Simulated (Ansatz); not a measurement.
Ga2O3:

```xyz
10
Lattice="6.1070 -1.5186 0.0000 6.1070 1.5186 0.0000 -1.3860 0.0000 5.6300" Properties=species:S:1:pos:R:3 pbc="T T T"
Ga    3.2184    0.0000    3.8621
Ga    7.6096    0.0000    1.7679
Ga   10.8240    0.0000    1.1564
Ga    0.0041    0.0000    4.4736
O     5.1267    0.0000    4.1853
O     5.7013    0.0000    1.4447
O     9.4919    0.0000    2.4592
O     1.3361    0.0000    3.1708
O     8.9710    0.0000    5.0118
O     1.8570    0.0000    0.6182
```

Base run:

* Program: Ansatz 0.2.0
* Functional: PBE
* Potentials or basis: Ansatz PAW polarizable
* Cutoff: 420 eV (not typed: the program's choice for these potentials)
* k mesh: 9 × 9 × 5
* Occupations: fermi-dirac, width 0.05 eV
* Spin: no spin polarisation

Its results: band gap on the k mesh 2.44 eV, indirect (least direct gap 2.46 eV); pressure 9.6 GPa; largest force 0.219 eV/Å.

Problem. The run is repeated on the same cell with these changes: functional from PBE to m-r2SCAN; potentials or basis from Ansatz PAW polarizable to Ansatz PAW; cutoff from 420 eV (not typed: the program's choice for these potentials) to 500 eV (not typed: the program's choice for these potentials). What comes out?

Solution. Band gap on the k mesh 3.09 eV, indirect (least direct gap 3.12 eV); pressure 1.3 GPa; largest force 0.110 eV/Å.

Caveats: the PAW data sets come from PBE, with cores solved anew for the run's functional, which leaves a small shift of forces and pressure (some runs).
